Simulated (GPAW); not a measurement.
The system is MgO2.

```
Mg O
1.0
     1.60476    0.92651    3.49398
    -1.60476    0.92651    3.49398
     0.00000   -1.85302    3.49398
Mg O
1 2
Direct
  0.00000 0.00000 0.00000
  0.57121 0.57121 0.57121
  0.42879 0.42879 0.42879
```

The cell comes from a database or a generator and needn't be the stable form of this composition.

Base run:

* Program: GPAW 26.7.0
* Functional: r2SCAN
* Potentials or basis: GPAW PAW data sets (gpaw-data 1.2.1)
* Cutoff: 800 eV
* Basis: pw
* k mesh: 7 × 7 × 7
* Occupations: fermi-dirac, width 0.05 eV
* Spin: no spin polarisation

Its results: band gap on the k mesh 3.11 eV, direct; pressure -5.0 GPa; largest force 0.190 eV/Å.

The run is repeated on the same cell with these changes: functional from r2SCAN to LDA; potentials or basis from GPAW PAW data sets (gpaw-data 1.2.1) to the program's PAW data sets (release 1.2.1) made for this functional. What comes out?

Band gap on the k mesh 2.32 eV, indirect (least direct gap 2.32 eV); pressure -9.9 GPa; largest force 0.423 eV/Å.

Caveats: the mesh misses the band edges, which the band path finds closer together; the PAW data sets were made with another functional, which shifts forces and pressure a little (some runs).

Not every run made on this cell is shown here.
